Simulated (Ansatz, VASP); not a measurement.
# Ta in VASP and in Ansatz

```xyz
2
Lattice="2.9175 0.0000 0.0000 -1.4587 2.5266 0.0000 0.0000 0.0000 5.1751" Properties=species:S:1:pos:R:3 pbc="T T T"
Ta    0.0000    1.6844    1.2938
Ta    1.4587    0.8422    3.8814
```

Alike in both runs: functional RPBE; k mesh 12 × 12 × 7; occupations fermi-dirac, width 0.1 eV; no spin polarisation.

Ansatz relaxed the structure, and its values are those at the end. VASP's run is a single point on that final structure, the one shown.

```csv
,VASP,Ansatz
version,VASP 6.6.1,Ansatz 0.2.0
potentials or method,"VASP PAW PBE potentials, release 64 (Ta_pv)","plane waves (420 eV) with PAW, scalar-relativistic"
plane-wave cutoff (eV),520,420
valence electrons in the cell,22,26
```

```csv
,VASP,Ansatz,Ansatz less VASP
pressure (GPa),0.0,0.0,-0.01
```

With one functional, cell and mesh, what is left measures potentials, basis and numerics. The two sets of potentials don't hold the same shells in valence.

Caveats: the PAW data sets were made with another functional, which shifts forces and pressure a little (VASP). Spin-orbit coupling is left out, which matters for the levels of Ta.
